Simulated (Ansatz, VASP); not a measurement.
## Si in VASP and in Ansatz

```
Si
1.0
     3.84182    0.00000    0.00000
     0.00000    3.84182    0.00000
     0.00000    0.00000   17.73780
Si
6
Direct
  0.75000 0.00000 0.31007
  0.25000 0.00000 0.38525
  0.25000 0.50000 0.46192
  0.75000 0.50000 0.53808
  0.75000 0.00000 0.61475
  0.25000 0.00000 0.68993
```

Alike in both runs: task single point; functional PBEsol; k mesh 8 × 8 × 1; occupations fermi-dirac, width 0.02 eV; no spin polarisation.

```csv
,VASP,Ansatz
version,VASP 6.6.1,Ansatz 0.2.0
potentials or method,"VASP PAW PBE potentials, release 64 (Si), cutoff 520 eV","all-electron LAPW, scalar-relativistic"
```

|  | VASP | Ansatz | Ansatz less VASP |
| --- | --- | --- | --- |
| rms of the force components (eV/Å) | 0.004 | 0.003 | -0.0007 |

Atom by atom the forces differ by 0.004 eV/Å (rms over components). Ansatz ran all-electron here, so the differences hold the error of VASP's frozen core and of both bases. Ansatz warned: «vacuum_density_over_bound».

Caveats: the PAW data sets were made with another functional, which shifts forces and pressure a little (VASP).
